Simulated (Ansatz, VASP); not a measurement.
K: VASP beside Ansatz

File INCAR:

```
SYSTEM = K
ALGO = Normal
EDIFF = 1E-7
ENCUT = 520
GGA = PS
ISIF = 2
ISMEAR = -1
LASPH = .True.
LCHARG = .False.
LREAL = .False.
LWAVE = .False.
NBANDS = 16
NELM = 80
PREC = Accurate
SIGMA = 0.15
```

KPOINTS

```
k-points
0
Gamma
  7 7 7
  0 0 0
```

The input POSCAR:

```
K
1.0
   -2.2081090000      2.2081090000      8.0458680000
    2.2081090000     -2.2081090000      8.0458680000
    2.2081090000      2.2081090000     -8.0458680000
K
2
Direct
    0.2500000000      0.7500000000      0.5000000000
    0.5000000000      0.5000000000      0.0000000000
```

Input for Ansatz:

```yaml
crystal:
  lattice:
    - [-2.208109, 2.208109, 8.045868]
    - [2.208109, -2.208109, 8.045868]
    - [2.208109, 2.208109, -8.045868]
  atoms:
    - { symbol: K, position: [0.25, 0.75, 0.5] }
    - { symbol: K, position: [0.5, 0.5, 0.0] }
kpoints:
  mp_grid: { grid: [7, 7, 7] }
hamiltonian:
  xc: pbesol
scf:
  occupations: { method: fermi_dirac, width: 0.15 }
basis:
  ecutwfc: "38 Ry"
  xc_grid: 1
output:
  stress: true
  eigenvalues: true
```

This isn't the form of K at room conditions, which is bcc.

Alike in both runs: task single point; functional PBEsol; k mesh 7 × 7 × 7; occupations fermi-dirac, width 0.15 eV; no spin polarisation.

|  | VASP | Ansatz |
| --- | --- | --- |
| version | VASP 6.6.1 | Ansatz 0.2.0 |
| potentials or method | VASP PAW PBE potentials, release 64 (K_sv) | plane waves, PAW |
| plane-wave cutoff (eV) | 520 | 517 |
| valence electrons in the cell | 18 | 18 |

|  | VASP | Ansatz | Ansatz less VASP |
| --- | --- | --- | --- |
| gap on the k mesh at the Fermi level (eV) | none | none | - |
| pressure (GPa) | -0.2 | -0.1 | +0.01 |

A gap of «none» marks a metal or a gap that the smearing closes.

Caveats: the PAW data sets were made with another functional, which shifts forces and pressure a little (VASP).
